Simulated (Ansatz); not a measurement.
**ZnS (Wurtzite-6H) under changes of volume**

One of the cells (19.600 Å³/atom); the others are scaled copies at fixed shape and fractional positions:

```
CELL_PARAMETERS angstrom
3.81200 0.00000 0.00000
-1.90600 3.30129 0.00000
0.00000 0.00000 18.68999
ATOMIC_POSITIONS crystal
Zn 0.33333 0.66667 0.83333
Zn 0.66667 0.33333 0.33333
Zn 0.66667 0.33333 0.66667
Zn 0.33333 0.66667 0.16667
Zn 0.00000 0.00000 0.50000
Zn 0.00000 0.00000 0.00000
S 0.33333 0.66667 0.95833
S 0.66667 0.33333 0.45833
S 0.66667 0.33333 0.79167
S 0.33333 0.66667 0.29167
S 0.00000 0.00000 0.62500
S 0.00000 0.00000 0.12500
```

| Item | Value |
| --- | --- |
| Program | Ansatz 0.2.0 |
| Functional | PBE |
| Potentials or basis | Ansatz PAW |
| Cutoff | 420 eV (not typed: the program's choice for these potentials) |
| k mesh | 8 × 8 × 2 |
| Occupations | fermi-dirac, width 0.05 eV |
| Spin | no spin polarisation |

| volume (Å³/atom) | energy over the lowest point (meV/atom) | pressure (GPa) | gap on the mesh (eV) | largest force (eV/Å) |
| --- | --- | --- | --- | --- |
| 18.424 | 38.18 | 7.7 | 2.44 | 0.039 |
| 18.816 | 21.95 | 5.6 | 2.34 | 0.036 |
| 19.208 | 10.50 | 3.8 | 2.25 | 0.033 |
| 19.600 | ? | ? | ? | ? |
| 19.992 | 0.00 | 0.6 | 2.08 | 0.027 |
| 20.384 | 0.14 | -0.7 | 1.99 | 0.025 |
| 20.776 | 3.40 | -1.9 | 1.91 | 0.024 |

Problem. What does the run at 19.600 Å³/atom give?

Solution. Energy over the lowest point 3.33 meV/atom; pressure 2.1 GPa; gap on the mesh 2.16 eV; largest force 0.030 eV/Å.

Worked out: A Birch-Murnaghan fit of order 3 (a polynomial in V^(-2/3)) to the other rows has its minimum at 20.17 Å³/atom with B0 = V·E''(V) = 69 GPa and B' = 4.4 at fixed shape and positions, which overstates the stiffness. It gives 3.32 meV/atom at 19.600 Å³/atom, against the run's 3.33, and -dE/dV = 2.1 GPa, against 2.1. A straight line through the other rows of the gap, of slope -4.39 eV per unit of ln V (its deformation potential), gives 2.16 eV, against the run's 2.16.

Energies are extrapolated to zero smearing.

Caveats: the cell's inner coordinates are idealised or old, which leaves forces on the atoms.

A mesh can miss the band edges.
